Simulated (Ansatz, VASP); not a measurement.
## Ni in VASP and in Ansatz

```xyz
2
Lattice="2.4886 0.0000 0.0000 -1.2443 2.1552 0.0000 0.0000 0.0000 4.0794" Properties=species:S:1:pos:R:3 pbc="T T T"
Ni    0.0000    1.4368    1.0199
Ni    1.2443    0.7184    3.0596
```

Alike in both runs: functional PBE; k mesh 17 × 17 × 10; occupations fermi-dirac, width 0.08 eV; collinear spin.

Ansatz relaxed the structure, and its values are those at the end. VASP's run is a single point on that final structure, the one shown.

|  | VASP | Ansatz |
| --- | --- | --- |
| version | VASP 6.6.1 | Ansatz 0.2.0 |
| potentials or method | VASP PAW PBE potentials, release 64 (Ni) | PAW with Ansatz's default frozen-core files, scalar-relativistic |
| plane-wave cutoff (eV) | 520 | 420 |
| valence electrons in the cell | 20 | 36 |

```tsv
	VASP	Ansatz	Ansatz less VASP
pressure (GPa)	-0.1	0.0	+0.05
net moment per atom (μB)	0.64	0.65	+0.014
size of the moment on the site where the two differ most (μB)	0.65	0.69	+0.040
```

Site moments also hang on the region over which each program counts them. With one functional, cell and mesh, what is left measures potentials, basis and numerics. The two sets of potentials don't hold the same shells in valence.
